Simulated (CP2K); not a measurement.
# HfC: changing the dispersion correction

It takes space group Fm-3m (No. 225, cubic). Conventional cell: a = 4.650 Å, b = 4.650 Å, c = 4.650 Å, α = 90.00°, β = 90.00°, γ = 90.00°. Hf (site symmetry m-3m) is surrounded by 6 C at 2.32 Å. Around C (site symmetry m-3m) lie 6 Hf at 2.32 Å.

Kept alike: task single point; functional PBEsol; k mesh 10 × 10 × 10; occupations fermi-dirac, width 0.05 eV; no spin polarisation. Program: CP2K, POTENTIAL_UZH Hf GTH-PBE-q12, C GTH-PBE-q4; TZVP-MOLOPT-PBE-GTH basis. The mesh is that of the run's cell of 2 atoms. No spin-orbit coupling.

```csv
dispersion correction,pressure (GPa)
D3(zero),-9.79
D3(BJ),-11.17
D3(BJ)+ATM,-10.69
D4,-8.42
none,-6.48
rVV10,-6.93
```

Pressure is positive in compression. For a metal such a mesh leaves the last digits unconverged. All rows use potentials made for PBE.

Question: What does the dispersion correction change here?

Answer: The pressure runs from -11.17 (D3(BJ)) to -6.48 GPa (none). Dispersion terms mostly attract, so at fixed cell they lower the pressure.
